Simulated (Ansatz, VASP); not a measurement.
**CdSe: VASP beside Ansatz**

File INCAR:

```
SYSTEM = CdSe
  PREC = Accurate
  ENCUT = 520
  EDIFF = 1E-6
  ISMEAR = 0
  SIGMA = 0.05
  LREAL = .FALSE.
  LASPH = .TRUE.
  NELM = 60
  ALGO = Normal
  ISIF = 2
  LWAVE = .FALSE.
  LCHARG = .FALSE.
  GGA = PS
  NBANDS = 16
```

File KPOINTS:

```
Automatic mesh
0
G
  10 10 10
  0 0 0
```

The input POSCAR:

```
CdSe
1.0
    0.0000000000      3.1110825840      3.1110825840
    3.1110825840      0.0000000000      3.1110825840
    3.2846809921      3.2846809921     -0.1735984082
Cd Se
1 1
Direct
    0.0000000000      0.0000000000      0.0000000000
    0.7500000000      0.7500000000      0.7500000000
```

Input for Ansatz:

```yaml
crystal:
  lattice:
    - [0.0, 3.111082584, 3.111082584]
    - [3.111082584, 0.0, 3.111082584]
    - [3.2846809921, 3.2846809921, -0.1735984082]
  atoms:
    - { symbol: Cd, position: [0.0, 0.0, 0.0] }
    - { symbol: Se, position: [0.75, 0.75, 0.75] }
basis:
  ecutwfc: 420
kpoints:
  mp_grid: { grid: [10, 10, 10] }
hamiltonian:
  xc: pbesol
scf:
  occupations: { method: gaussian, width: 0.05 }
output:
  forces: true
  stress: true
  eigenvalues: true
```

Alike in both runs: task single point; functional PBEsol; k mesh 10 × 10 × 10; occupations gaussian, width 0.05 eV; no spin polarisation.

|  | VASP | Ansatz |
| --- | --- | --- |
| version | VASP 6.6.1 | Ansatz 0.2.0 |
| potentials or method | VASP PAW PBE potentials, release 64 (Cd, Se) | scalar-relativistic, plane waves, PAW |
| plane-wave cutoff (eV) | 520 | 420 |
| valence electrons in the cell | 18 | 36 |

Ansatz gave:

```
gap on the k mesh at the Fermi level (eV)       : 0.23
least direct gap on the mesh (eV)               : 0.23
pressure (GPa)                                  : -5.1
largest component of the traceless stress (GPa) : 1.08
rms of the force components (eV/Å)              : 0.031
```

Q: Which values does VASP return?

A: gap on the k mesh at the Fermi level (eV): 0.23; least direct gap on the mesh (eV): 0.23; pressure (GPa): -4.9; largest component of the traceless stress (GPa): 1.11; rms of the force components (eV/Å): 0.039.

Atom by atom the forces differ by 0.008 eV/Å (rms over components). The two sets of potentials don't hold the same shells in valence.

Caveats: the PAW data sets were made with another functional, which shifts forces and pressure a little (VASP).
